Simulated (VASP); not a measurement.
# Pt in VASP: notebook, part 2 of 2

VASP 6.6.1.

### 4 Single point, PBEsol

File INCAR:

```
SYSTEM = Pt
ALGO = Fast ; DIPOL = 0.5 0.5 0.500
EDIFF = 1E-7 ; ENCUT = 520
GGA = PS ; ICORELEVEL = 1
IDIPOL = 3 ; ISIF = 2
ISMEAR = 1 ; KPAR = 4
LASPH = .True. ; LCHARG = .False.
LDIPOL = .True. ; LREAL = .False.
LVACPOTAV = .True. ; LVHAR = .True.
LWAVE = .False. ; NBANDS = 61
NELM = 80 ; PREC = Accurate
SIGMA = 0.1
```

File KPOINTS:

```
k-points
0
Gamma
  14 10 1
  0 0 0
```

File POSCAR:

```
Pt                                      
1.0
    2.7689424700      0.0000000000      0.0000000000
    0.0000000000      3.9158760000      0.0000000000
    0.0000000000      0.0000000000     27.4602411300
  Pt            
    10
Direct
     0.5000000000000000    0.5000000000000000    0.2783896594096955
     0.0000000000000000    0.0000000000000000    0.3208184990162299
     0.5000000000000000    0.5000000000000000    0.3752160826340082
     0.0000000000000000    0.0000000000000000    0.4248134102387295
     0.5000000000000000    0.5000000000000000    0.4744897021732249
     0.0000000000000000    0.0000000000000000    0.5255102978267751
     0.5000000000000000    0.5000000000000000    0.5751865897612702
     0.0000000000000000    0.0000000000000000    0.6247839173659918
     0.5000000000000000    0.5000000000000000    0.6791815009837702
     0.0000000000000000    0.0000000000000000    0.7216103405903045
```

Potentials or basis: VASP PAW PBE potentials, release 64 (Pt).

The run is started by

```sh
cat potpaw_PBE.64/Pt/POTCAR > POTCAR
mpirun -np 4 vasp_std > vasp.out
```

OUTCAR:

```text
SYSTEM = Pt
   EDIFF = 1E-7
   ENCUT = 520
   GGA = PS
   ISIF = 2
   ISMEAR = 1
   LASPH = .True.
   LREAL = .False.
   NELM = 80
   PREC = Accurate

 ion  position               nearest neighbor table
   1  0.500  0.500  0.278-   3 2.66   2 2.67   2 2.67   2 2.67   2 2.67
   2  0.000  0.000  0.321-   1 2.67   1 2.67   1 2.67   1 2.67   3 2.83   3 2.83   3 2.83   3 2.83
                             4 2.86
   3  0.500  0.500  0.375-   1 2.66   5 2.73   4 2.76   4 2.76   4 2.76   4 2.76   2 2.83   2 2.83
                             2 2.83   2 2.83
   4  0.000  0.000  0.425-   3 2.76   3 2.76   3 2.76   3 2.76   5 2.76   5 2.76   5 2.76   5 2.76
                             6 2.77   2 2.86
   5  0.500  0.500  0.474-   3 2.73   4 2.76   4 2.76   4 2.76   4 2.76   7 2.77   6 2.78   6 2.78
                             6 2.78   6 2.78
   6  0.000  0.000  0.526-   8 2.73   7 2.76   7 2.76   7 2.76   7 2.76   4 2.77   5 2.78   5 2.78
                             5 2.78   5 2.78
   7  0.500  0.500  0.575-   8 2.76   8 2.76   8 2.76   8 2.76   6 2.76   6 2.76   6 2.76   6 2.76
                             5 2.77   9 2.86
   8  0.000  0.000  0.625-  10 2.66   6 2.73   7 2.76   7 2.76   7 2.76   7 2.76   9 2.83   9 2.83
[... 1792 lines left out ...]
 [... further k-points ...]

------------------------ aborting loop because EDIFF is reached ----------------------------------------

  FORCE on cell =-STRESS in cart. coord.  units (eV):
  Direction    XX          YY          ZZ          XY          YZ          ZX
  --------------------------------------------------------------------------------------
  -------------------------------------------------------------------------------------
  Total       -4.8578392      0.1090586     -0.0880374      0.0000000      0.0000000      0.0000000
  in kB      -26.1400554      0.5868448     -0.4737299      0.0000000      0.0000000      0.0000000
  external PRESSURE =      -8.6756469 kB  Pullay stress =       0.0000000 kB

 VOLUME and BASIS-vectors are now :
 -----------------------------------------------------------------------------
  energy-cutoff  :      520.00
  volume of cell :      297.75
      direct lattice vectors                 reciprocal lattice vectors
     2.768942470  0.000000000  0.000000000     0.361148710  0.000000000  0.000000000
     0.000000000  3.915876000  0.000000000     0.000000000  0.255370701  0.000000000
     0.000000000  0.000000000 27.460241130     0.000000000  0.000000000  0.036416286

 POSITION                                       TOTAL-FORCE (eV/Angst)
 -----------------------------------------------------------------------------------
      1.38447      1.95794      7.64465         0.000000      0.000000     -0.015500
      0.00000      0.00000      8.80975         0.000000      0.000000      0.009129
      1.38447      1.95794     10.30352         0.000000      0.000000      0.019437
      0.00000      0.00000     11.66548         0.000000      0.000000     -0.011765
      1.38447      1.95794     13.02960         0.000000      0.000000     -0.010240
      0.00000      0.00000     14.43064         0.000000      0.000000      0.010240
      1.38447      1.95794     15.79476         0.000000      0.000000      0.011765
      0.00000      0.00000     17.15672         0.000000      0.000000     -0.019437
      1.38447      1.95794     18.65049         0.000000      0.000000     -0.009129
      0.00000      0.00000     19.81559         0.000000      0.000000      0.015500
 -----------------------------------------------------------------------------------
    total drift:                                0.000000     -0.000000     -0.000000

  FREE ENERGIE OF THE ION-ELECTRON SYSTEM (eV)
  ---------------------------------------------------
  free  energy   TOTEN  =       -66.5445064477 eV

  energy  without entropy=      -66.5383459611  energy(sigma->0) =      -66.54245295

 vacuum level on the upper side and lower side of the slab         8.277         8.277
```

OSZICAR:

```text
N       E                     dE             d eps       ncg     rms          rms(c)
DAV:   1     0.681367516973E+03    0.68137E+03   -0.47792E+04  5872   0.147E+03
DAV:   2    -0.324947187208E+02   -0.71386E+03   -0.66679E+03  6821   0.309E+02
DAV:   3    -0.695531109070E+02   -0.37058E+02   -0.34584E+02  7079   0.631E+01
[... 26 lines left out ...]
RMM:  30    -0.665445012047E+02   -0.52203E-05   -0.13041E-07  3808   0.974E-04    0.472E-03
RMM:  31    -0.665445043471E+02   -0.31424E-05   -0.10857E-07  3755   0.768E-04    0.195E-03
RMM:  32    -0.665445059118E+02   -0.15647E-05   -0.87424E-08  3530   0.608E-04    0.477E-04
RMM:  33    -0.665445063167E+02   -0.40488E-06   -0.18561E-08  1777   0.334E-04    0.561E-04
RMM:  34    -0.665445064238E+02   -0.10713E-06   -0.78555E-09  1171   0.267E-04    0.296E-04
RMM:  35    -0.665445064477E+02   -0.23870E-07   -0.29478E-09   859   0.243E-04
   1 F= -.66544506E+02 E0= -.66542453E+02  d E =-.616049E-02
```

Wall time 5.3 min (4 MPI ranks of Intel Xeon 6975P-C (Granite Rapids), shared host); peak memory 0.77 GiB.

Results:

| Property | Result |
| --- | --- |
| Free energy | -66.5445 eV |
| Largest force | 0.019 eV/Å |
| Band gap on the k mesh | none (metal or under the smearing width) |
| Work function of the upper face | 5.30 eV |
| Work function of the lower face | 5.30 eV |

Forces in eV/Å, atoms in the order of the input:
```
Pt   0.000  0.000 -0.015
Pt   0.000  0.000  0.009
Pt   0.000  0.000  0.019
Pt   0.000  0.000 -0.012
Pt   0.000  0.000 -0.010
Pt   0.000  0.000  0.010
Pt   0.000  0.000  0.012
Pt   0.000  0.000 -0.019
Pt   0.000  0.000 -0.009
Pt   0.000  0.000  0.015
```

Core levels (eV, on the scale of the bands):
| atom | levels |
| --- | --- |
| 1 Pt | 1s -78394.7, 2s -13764.4, 2p -11924.6, 3s -3228.2, 3p -2692.7, 3d -2113.1, 4s -688.6, 4p -513.0, 4d -300.1, 4f -63.5, 5s -95.0, 5p -49.1 |
| 2 Pt | 1s -78395.4, 2s -13765.1, 2p -11925.4, 3s -3228.9, 3p -2693.4, 3d -2113.8, 4s -689.2, 4p -513.7, 4d -300.7, 4f -64.2, 5s -95.6, 5p -49.7 |
| 3 Pt | 1s -78395.5, 2s -13765.2, 2p -11925.5, 3s -3229.0, 3p -2693.5, 3d -2113.9, 4s -689.3, 4p -513.8, 4d -300.9, 4f -64.3, 5s -95.7, 5p -49.8 |
| 4 Pt | 1s -78395.4, 2s -13765.0, 2p -11925.3, 3s -3228.9, 3p -2693.4, 3d -2113.7, 4s -689.2, 4p -513.6, 4d -300.7, 4f -64.1, 5s -95.6, 5p -49.7 |
| 5 Pt | 1s -78395.5, 2s -13765.1, 2p -11925.4, 3s -3229.0, 3p -2693.5, 3d -2113.8, 4s -689.3, 4p -513.7, 4d -300.8, 4f -64.2, 5s -95.7, 5p -49.8 |
| 6 Pt | 1s -78395.5, 2s -13765.1, 2p -11925.4, 3s -3229.0, 3p -2693.5, 3d -2113.8, 4s -689.3, 4p -513.7, 4d -300.8, 4f -64.2, 5s -95.7, 5p -49.8 |

Caveat: the PAW data sets were made with another functional, which shifts forces and pressure a little. Spin-orbit coupling is left out, which matters for the levels of Pt.
